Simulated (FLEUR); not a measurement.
The system is SnSe.

```
Sn Se
1.0
     0.00000    3.01000    3.01000
     3.01000    0.00000    3.01000
     3.01000    3.01000    0.00000
Sn Se
1 1
Direct
  0.00000 0.00000 0.00000
  0.50000 0.50000 0.50000
```

Measurements of this composition are mostly on another form, of space group No. 62.

Base run:

```yaml
Program: FLEUR MaX-R8.1 (later development tree)
Functional: SCAN
Potentials_or_basis: all-electron
Basis: FLAPW
Kmax: 4.1 1/bohr
k_mesh: 8 × 8 × 8
Occupations: fermi-dirac, width 0.05 eV
Spin: no spin polarisation
```

Its results: band gap on the k mesh 0.44 eV, direct.

Problem. The run is repeated on the same cell with these changes: functional from SCAN to PBEsol; muffin-tin radii from Sn 2.66, Se 2.56 bohr to Sn 2.63, Se 2.48 bohr. What comes out?

Solution. Band gap on the k mesh 0.65 eV, direct.

Caveats: spin-orbit coupling is left out, which moves the levels of the heavy elements; the meta-GGA is that of a development version, with a GGA for the radial functions and cores and without core tails (some runs); the mesh misses the band edges, which the band path finds closer together (some runs).

Not every run made on this cell is shown here.
